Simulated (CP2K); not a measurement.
TaN under changes of volume

One of the cells (9.949 Å³/atom); the others are scaled copies at fixed shape and fractional positions:

```
Ta N
1.0
     3.05000    0.00000    0.00000
    -1.52500    2.64138    0.00000
     0.00000    0.00000    4.94000
Ta N
2 2
Direct
  0.33333 0.66667 0.00000
  0.66667 0.33333 0.50000
  0.33333 0.66667 0.38500
  0.66667 0.33333 0.88500
```

| Property | Result |
| --- | --- |
| Program | CP2K 2026.2 |
| Functional | PBE |
| Potentials or basis | POTENTIAL_UZH Ta GTH-PBE-q13, N GTH-PBE-q5; TZVP-MOLOPT-PBE-GTH basis |
| Density cutoff | 6123 eV |
| k mesh | 10 × 10 × 6 |
| Occupations | fermi-dirac, width 0.05 eV |
| Spin | no spin polarisation |

```csv
volume (Å³/atom),energy over the lowest point (meV/atom),pressure (GPa),largest force (eV/Å)
9.352,966.75,175.0,2.540
9.551,760.15,158.0,2.462
9.750,573.78,142.4,2.388
9.949,?,?,?
10.148,255.36,114.8,2.249
10.347,120.47,102.6,2.184
10.546,0.00,91.4,2.121
```

Problem. What does the run at 9.949 Å³/atom give?

Solution. Energy over the lowest point 406.02 meV/atom; pressure 128.0 GPa; largest force 2.317 eV/Å.

Worked out: A Birch-Murnaghan fit of order 3 (a polynomial in V^(-2/3)) to the other rows has no minimum within the range. It gives 406.03 meV/atom at 9.949 Å³/atom, against the run's 406.02, and -dE/dV = 128.0 GPa, against 128.0.

Energies are extrapolated to zero smearing.

Caveats: the basis of atomic orbitals isn't converged, which shifts pressures, moduli and gaps; forces of over 1 eV/Å show positions far from the minimum, so gaps and moduli don't describe the material at rest.
